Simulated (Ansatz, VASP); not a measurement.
**CaSe: VASP beside Ansatz**

```
CELL_PARAMETERS angstrom
0.00000 2.96753 2.96753
2.96753 0.00000 2.96753
2.96753 2.96753 0.00000
ATOMIC_POSITIONS crystal
Ca 0.00000 0.00000 0.00000
Se 0.50000 0.50000 0.50000
```

Alike in both runs: task single point; functional PBE; k mesh 6 × 6 × 6; no spin polarisation.

|  | VASP | Ansatz |
| --- | --- | --- |
| version | VASP 6.6.1 | Ansatz 0.2.0 |
| potentials or method | VASP PAW PBE potentials, release 64 (Ca_sv, Se) | plane waves, PAW |
| plane-wave cutoff (eV) | 520 | 420 |
| occupations | gaussian, width 0.01 eV | fixed |
| valence electrons in the cell | 16 | 26 |

|  | VASP | Ansatz | Ansatz less VASP |
| --- | --- | --- | --- |
| gap on the k mesh at the Fermi level (eV) | 2.05 | 2.06 | +0.010 |

The two sets of potentials don't hold the same shells in valence.

A k mesh can miss the band edges. Expect the measured gap to be larger: semilocal functionals such as PBE lack the derivative discontinuity.
